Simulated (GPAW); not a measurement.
# Dielectric function and optical constants of NaH, part 2 of 2

Wanted: where NaH starts to absorb, how strongly, and its refractive index.

GPAW 26.7.0; DFT, LDA, plane-wave PAW (GPAW data sets), scalar-relativistic, RPA, optical limit.

So far. Step 2 (Ground state): There is a gap, 3.37 eV on this mesh (points off the mesh can give less), so no carriers' term is needed.

### Step 4. Dielectric function, RPA

Transitions between filled and empty bands, summed over the zone, give the optical response, so mesh, band count and broadening shape it.

The induced potential is part of this response.

This step: DFT, LDA, plane-wave PAW (GPAW data sets), scalar-relativistic, RPA, optical limit (GPAW 26.7.0).

Contents of df.py:

```python
from gpaw.response.df import DielectricFunction

df = DielectricFunction('full.gpw', frequencies={'type': 'nonlinear', 'domega0': 0.03, 'omega2': 8},
                        ecut=30,
                        eta=0.1,
                        nbands=21,
                        txt='df.txt')
for direction in ['x']:
    df.get_dielectric_function(xc='RPA', direction=direction, filename=f'df_{direction}.csv')
```

Launch:

```sh
OMP_NUM_THREADS=1 python df.py
```

Numbers of over 12 decimals in the logs are rounded to 6 here.

The program printed:

```text
Using integrator: PointIntegrator
NonLinearFrequencyDescriptor(from 0.000 to 65.973 eV, 499 points)
Nonperiodic BCs:  [False False False]
Using integrator: PointIntegrator
NonLinearFrequencyDescriptor(from 0.000 to 65.973 eV, 499 points)
Nonperiodic BCs:  [False False False]

Calculating chi0 body with:
    Ground state adapter containing:
    Number of spins: 1
    Number of kpoints: 2744
    Number of irreducible kpoints: 104
    Number of completely occupied states: 4
    Number of partially occupied states: 4

    Linear response parametrization:
    q_c: [0.0, 0.0, 0.0]
    Number of frequency points: 499
    Planewave cutoff: 30.0
    Number of bands: 21
    Number of planewaves: 15
    Broadening (eta): 0.1

Integrating chi0 body.

Symmetries of q_c:
    Direct symmetries (Uq -> q): 48
    Indirect symmetries (TUq -> q): 0
In total 48 allowed symmetries.

104 groups of equivalent kpoints. 96.209913% reduction.

Integral kind: spectral function

Calculating chi0 optical extensions with:
    Ground state adapter containing:
    Number of spins: 1
    Number of kpoints: 2744
    Number of irreducible kpoints: 104
    Number of completely occupied states: 4
    Number of partially occupied states: 4

    Linear response parametrization:
    Number of frequency points: 499
    Planewave cutoff: 30.0
    Number of bands: 21
    Number of planewaves: 15
    Broadening (eta): 0.1
Integrating chi0 head and wings.

Symmetries of q_c:
    Direct symmetries (Uq -> q): 48
    Indirect symmetries (TUq -> q): 0
In total 48 allowed symmetries.

104 groups of equivalent kpoints. 96.209913% reduction.

Integral kind: spectral function wings
```

Elapsed: 5.4 s, on 1 thread of Arm Neoverse V1, shared host; peak memory 0.17 GiB.

Numbers from this step:

```
electronic dielectric constant ε∞, mean over x, y and z (by symmetry where fewer were run) : 3.068
main peak of Im epsilon, first axis                                                        : 5.171 eV
centre of weight of the strongest loss peak in the window                                  : 10.47 eV
```

The Im ε, E ∥ x has structure finer than the step of the table below, so its rows give means over 1 eV, whole bins alone (the curve runs from 0 to 29.9 eV). Peaks (eV: height): 5.2: 9.37, 6.5: 4.00.

Values under the direct gap are tails of Lorentzian lines. The Im ε, E ∥ x by photon energy; means over each step:

```
photon energy (eV)  Im ε, E ∥ x
                 1       0.0142
                 2       0.0368
                 3       0.0969
                 4         1.01
                 5         7.04
                 6         4.07
                 7         2.06
                 8         1.15
                 9        0.838
                10        0.629
                11        0.495
                12        0.356
                13        0.293
                14        0.250
                15        0.198
                16        0.130
                17        0.114
                18       0.0774
                19       0.0649
                20       0.0706
                21        0.132
                22        0.110
                23       0.0900
                24       0.0778
                25       0.0675
                26       0.0829
                27        0.135
                28       0.0945
                29       0.0939
```

The Re ε, E ∥ x by photon energy:

```
photon energy (eV)  Re ε, E ∥ x
                 0         3.07
                 1         3.14
                 2         3.37
                 3         3.95
                 4         5.89
                 5         5.09
                 6        -1.25
                 7       -0.142
                 8       -0.626
                 9      -0.0374
                10        0.141
                11        0.221
                12        0.381
                13        0.484
                14        0.510
                15        0.549
                16        0.676
                17        0.706
                18        0.753
                19        0.837
                20        0.873
                21        0.902
                22        0.865
                23        0.878
                24        0.883
                25        0.922
                26        0.962
                27        0.945
                28        0.914
                29        0.918
```

The Im ε, E ∥ x has structure finer than the step of the table below, so its rows give means over 1 eV, whole bins alone (the curve runs from 0 to 29.9 eV). Peaks (eV: height): without local fields 5.1: 12.0, 6.4: 3.88; with local fields 5.2: 9.37, 6.5: 4.00.

Values under the direct gap are tails of Lorentzian lines. Im ε, E ∥ x against photon energy; means over each step:

```
photon energy (eV)  without local fields  with local fields
                 1                0.0182             0.0142
                 2                0.0478             0.0368
                 3                 0.131             0.0969
                 4                  1.59               1.01
                 5                  9.43               7.04
                 6                  3.96               4.07
                 7                  1.84               2.06
                 8                  1.07               1.15
                 9                 0.742              0.838
                10                 0.563              0.629
                11                 0.425              0.495
                12                 0.291              0.356
                13                 0.234              0.293
                14                 0.198              0.250
                15                 0.127              0.198
                16                0.0924              0.130
                17                0.0774              0.114
                18                0.0540             0.0774
                19                0.0538             0.0649
                20                0.0665             0.0706
                21                0.0928              0.132
                22                0.0524              0.110
                23                0.0443             0.0900
                24                0.0342             0.0778
                25                0.0305             0.0675
                26                0.0746             0.0829
                27                 0.144              0.135
                28                0.0977             0.0945
                29                0.0868             0.0939
```

Table of refractive index n and extinction k by photon energy:

```
photon energy (eV)      n        k
                 0   1.75        0
                 1   1.77  0.00394
                 2   1.84  0.00972
                 3   1.99   0.0227
                 4   2.43   0.0958
                 5   2.66     1.41
                 6   1.21     1.65
                 7  0.897    0.973
                 8  0.482    0.927
                 9  0.575    0.607
                10  0.664    0.548
                11  0.594    0.362
                12  0.683    0.293
                13  0.741    0.256
                14  0.734    0.172
                15  0.752    0.130
                16  0.826   0.0777
                17  0.844   0.0837
                18  0.869   0.0377
                19  0.916   0.0368
                20  0.935   0.0404
                21  0.953   0.0734
                22  0.932   0.0528
                23  0.938   0.0462
                24  0.941   0.0450
                25  0.961   0.0444
                26  0.982   0.0407
                27  0.975   0.0709
                28  0.957   0.0460
                29  0.960   0.0514
```

The reflectivity at normal incidence, E ∥ x has structure finer than the step of the table below, so its rows give means over 0.5 eV, whole bins alone (the curve runs from 0 to 29.9 eV). Peaks (eV: height): 5.56: 39.2, 6.76: 45.9, 7.21: 32.1, 8.03: 37.9, 8.70: 30.4, 10.10: 17.4, 10.95: 12.9.

Table of reflectivity at normal incidence, E ∥ x by photon energy; means over each step:

```
photon energy (eV)  reflectivity at normal incidence, E ∥ x (%)
               0.5                                         7.53
               1.0                                         7.74
               1.5                                         8.12
               2.0                                         8.70
               2.5                                         9.59
               3.0                                         11.0
               3.5                                         13.2
               4.0                                         17.7
               4.5                                         25.6
               5.0                                         32.1
               5.5                                         37.3
               6.0                                         35.9
               6.5                                         33.2
               7.0                                         31.3
               7.5                                         28.1
               8.0                                         30.2
               8.5                                         18.7
               9.0                                         20.7
               9.5                                         13.1
              10.0                                         13.8
              10.5                                         8.70
              11.0                                         9.79
              11.5                                         7.07
              12.0                                         6.56
              12.5                                         3.87
              13.0                                         4.52
              13.5                                         2.66
              14.0                                         2.86
              14.5                                         2.14
              15.0                                         2.44
              15.5                                         1.55
              16.0                                         1.13
              16.5                                        0.935
              17.0                                        0.897
              17.5                                        0.673
              18.0                                        0.535
              18.5                                        0.394
              19.0                                        0.245
              19.5                                        0.230
              20.0                                        0.146
              20.5                                        0.125
              21.0                                        0.207
              21.5                                        0.295
              22.0                                        0.221
              22.5                                        0.195
              23.0                                        0.158
              23.5                                        0.151
              24.0                                        0.137
              24.5                                       0.0912
              25.0                                       0.0841
              25.5                                       0.0546
              26.0                                       0.0544
              26.5                                       0.0882
              27.0                                        0.153
              27.5                                        0.183
              28.0                                        0.109
              28.5                                       0.0933
              29.0                                        0.107
              29.5                                       0.0926
```

From ε follow the optical constants at some laser and lamp lines:

```
wavelength (nm)     n      k  R (%)     1/α
           1550  1.76  0.003    7.6   40 µm
            800  1.80  0.007    8.2  9.5 µm
            532  1.87  0.013    9.2  3.3 µm
            365  2.10  0.035   12.6  839 nm
            308  2.45  0.102   17.8  239 nm
            248  2.66  1.411   30.9   14 nm
            193  1.35  1.330   25.9   12 nm
```

Below the direct gap, k and the depth come from the tails of the Lorentzian lines, not from transitions.

Rows near the edge hang on the gap, which this functional as a rule makes too small, and phonon-assisted absorption is left out.

### Step 5. Outcome

```json
{"electronic dielectric constant ε∞, mean over x, y and z (by symmetry where fewer were run) (RPA)": "3.07", "main peak of Im epsilon, first axis": "5.17 eV", "centre of weight of the strongest loss peak in the window, first axis": "10.5 eV"}
```

In words: At this level (LDA, RPA) NaH has ε∞ = 3.07 and n = 1.76 at 1550 nm, and Im ε peaks at 5.2 eV. On the mesh the gap is 3.38 eV and the least direct gap 4.26 eV, so on this mesh the band edges lie at different points. Local fields change the static value along x from 3.41 to 3.07 (-10 %). Distinct maxima of Im ε, read by a parabola through the highest points, lie at 5.17 eV (9.4), 6.52 eV (4.0), 7.11 eV (2.3) and 8.52 eV (1.6). Excitons and phonon-assisted transitions are missing; LDA gaps are as a rule too small, which pulls the onset down and ε∞ up. The sum runs over mesh points, so small or evenly spaced maxima can still be ripples of the mesh.

[Machine, clock and banner lines and Python warnings are left out of the logs.]

[Logs are printed without paths, hosts, clocks, repeated set-up lines and the standing remarks that a program may print on its own settings, such as how far it seeks lower states.]

[Hosts, paths, dates, database ids (printed as entryN), source tags and the programs' standing remarks are cut or masked in the printed files.]
